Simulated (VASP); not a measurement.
C:

```
C
1.0
     2.46100    0.00000    0.00000
    -1.23050    2.13129    0.00000
     0.00000    0.00000    6.70800
C
4
Direct
  0.00000 0.00000 0.25000
  0.33333 0.66667 0.25000
  0.50000 0.00000 0.75000
  0.83333 0.66667 0.75000
```

The cell was built by a generator and needn't be a form met in nature.

Base run:

| Quantity | Value |
| --- | --- |
| Program | VASP 6.6.1 |
| Functional | rev-vdW-DF2 |
| Potentials or basis | VASP PAW PBE potentials, release 64 (C) |
| Cutoff | 520 eV |
| k mesh | 16 × 16 × 4 |
| Occupations | fermi-dirac, width 0.05 eV |
| Spin | no spin polarisation |

Its results: band gap on the k mesh 0.18 eV; pressure 1.5 GPa; largest force 0.011 eV/Å.

Task: After a change of settings the same cell gave: band gap on the k mesh 0.21 eV; pressure 6.6 GPa; largest force 0.012 eV/Å. Which change was it?
A. functional from rev-vdW-DF2 to r2SCAN
B. functional from rev-vdW-DF2 to optB86b-vdW
C. functional from rev-vdW-DF2 to PBEsol
D. functional from rev-vdW-DF2 to vdW-DF

Result: D.

Caveats: the PAW data sets were made with another functional, which shifts forces and pressure a little.

Runs at the PBE level aren't shown here.
